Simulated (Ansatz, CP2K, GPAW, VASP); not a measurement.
Sc: 4 runs at one level of theory

```xyz
2
Lattice="3.3090 0.0000 0.0000 -1.6545 2.8657 0.0000 0.0000 0.0000 5.2733" Properties=species:S:1:pos:R:3 pbc="T T T"
Sc    1.6545    0.9552    3.9550
Sc    0.0000    1.9105    1.3183
```

Alike in all runs: task single point; functional PBEsol; k mesh 9 × 9 × 5; occupations gaussian, width 0.02 eV; no spin polarisation; no spin-orbit coupling. Pressure is positive in compression and, in plane waves, holds the error of the finite cutoff.

```
                                       program and potentials  plane-wave cutoff (eV)                                  notes  pressure (GPa)
                         VASP, PBE PAW files Sc_sv_GW, 550 eV                     550                potentials made for PBE           -2.28
               Ansatz, all-electron LAPW, scalar-relativistic                       -                                      -           -2.83
CP2K, POTENTIAL_UZH Sc GTH-PBE-q11; TZVP-MOLOPT-PBE-GTH basis                       -  atomic basis; potentials made for PBE           -2.86
            GPAW, PAW data sets generated for this functional                     600                                      -           -2.83
```

The pressure spans -2.86 (CP2K, POTENTIAL_UZH Sc GTH-PBE-q11; TZVP-MOLOPT-PBE-GTH basis) to -2.28 GPa (VASP, PBE PAW files Sc_sv_GW, 550 eV), with all-electron results at -2.83. Rows in atomic bases carry the error of their basis and grid, which can be large.

Differences between rows come from potentials, basis sets and numerical settings, since the functional is the same but for its coding. Runs on potential files found faulty are left out.
